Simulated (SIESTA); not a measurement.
# KBr under changes of volume

One of the cells (35.937 Å³/atom); the others are scaled copies at fixed shape and fractional positions:

```
Br K
1.0
     0.00000    3.30000    3.30000
     3.30000    0.00000    3.30000
     3.30000    3.30000    0.00000
Br K
1 1
Direct
  0.50000 0.50000 0.50000
  0.00000 0.00000 0.00000
```

- Program: SIESTA 5.4.2
- Functional: RPBE
- Potentials or basis: PseudoDojo 0.4 standard (PBE files)
- Basis: DZP (energy shift 0.002 Ry; d shell added on K)
- Grid cutoff: 800 Ry
- Energy shift: 0.002 Ry
- k mesh: 7 × 7 × 7
- Occupations: fermi-dirac, width 0.05 eV
- Spin: no spin polarisation

```csv
volume (Å³/atom),energy over the lowest point (meV/atom),pressure (GPa),gap on the mesh (eV)
33.781,59.45,3.5,4.96
34.500,45.01,3.0,4.90
35.218,32.60,2.6,4.84
35.937,22.07,2.2,4.79
36.656,?,?,?
37.374,5.90,1.5,4.68
38.093,0.00,1.2,4.64
```

What does the run at 36.656 Å³/atom give?

Energy over the lowest point 13.22 meV/atom; pressure 1.8 GPa; gap on the mesh 4.73 eV.

Worked out: A Birch-Murnaghan fit of order 3 (a polynomial in V^(-2/3)) to the other rows has no minimum within the range. It gives 13.21 meV/atom at 36.656 Å³/atom, against the run's 13.22, and -dE/dV = 1.8 GPa, against 1.8. A straight line through the other rows of the gap, of slope -2.68 eV per unit of ln V (its deformation potential), gives 4.74 eV, against the run's 4.73.

Energies are extrapolated to zero smearing.

Caveats: semicore shells carry a single zeta, which can move pressures by several GPa and volumes by a few percent; the potentials were made for another functional, which shifts forces and pressure; the basis of atomic orbitals isn't converged, which shifts pressures, moduli and gaps; an odd mesh through Γ misses points on the zone boundary, where band edges often lie (some runs). Spin-orbit coupling on Br is left out.
